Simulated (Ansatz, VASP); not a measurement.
# S in VASP and in Ansatz

INCAR

```
SYSTEM = S
PREC     = Accurate       ! precision mode
ENCUT    = 520            ! plane-wave cutoff, eV
EDIFF    = 1E-7           ! SCF threshold, eV
ISMEAR   = -1             ! smearing method
SIGMA    = 0.03           ! smearing width, eV
LREAL    = .FALSE.        ! projectors in reciprocal space
LASPH    = .TRUE.         ! aspherical terms in the spheres
NELM     = 100            ! most SCF steps
ALGO     = Normal         ! electronic algorithm
ISIF     = 2              ! what is computed and relaxed
LWAVE    = .FALSE.        ! write WAVECAR
LCHARG   = .FALSE.        ! write CHGCAR
GGA      = PE             ! functional
NBANDS   = 9              ! bands
```

File KPOINTS:

```
regular mesh
0
G
  20 20 20
  0 0 0
```

File POSCAR:

```
S
1.0
   -1.5567944952      1.5805020256      1.5805020256
    1.5805020256     -1.5567944952      1.5805020256
    1.5805020256      1.5805020256     -1.5567944952
S
1
Direct
    0.0000000000      0.0000000000      0.0000000000
```

Input for Ansatz:

```yaml
crystal:
  lattice:
    - [-1.5567944952, 1.5805020256, 1.5805020256]
    - [1.5805020256, -1.5567944952, 1.5805020256]
    - [1.5805020256, 1.5805020256, -1.5567944952]
  atoms:
    - { symbol: S, position: [0.0, 0.0, 0.0] }
kpoints:
  mp_grid: { grid: [20, 20, 20] }
scf:
  occupations: { method: fermi_dirac, width: 0.03 }
hamiltonian:
  xc: pbe
  pseudopotentials: { kind: all_electron, lapw: { basis_error: 0.001 } }
output:
  forces: true
  stress: true
  eigenvalues: true
```

Change from the starting cell: equal xy, yz and zx shear strains of +1.5 %.

Alike in both runs: task single point; functional PBE; k mesh 20 × 20 × 20; occupations fermi-dirac, width 0.03 eV; no spin polarisation.

```csv
,VASP,Ansatz
version,VASP 6.6.1,Ansatz 0.2.0
potentials or method,"VASP PAW PBE potentials, release 64 (S)","all-electron LAPW, scalar-relativistic"
plane-wave cutoff (eV),520,see its input
```

```tsv
	VASP	Ansatz	Ansatz less VASP
pressure (GPa)	-0.3	-0.1	+0.19
largest component of the traceless stress (GPa)	1.24	1.23	-0.002
```

Ansatz ran all-electron here, so the differences hold the error of VASP's frozen core and of both bases.
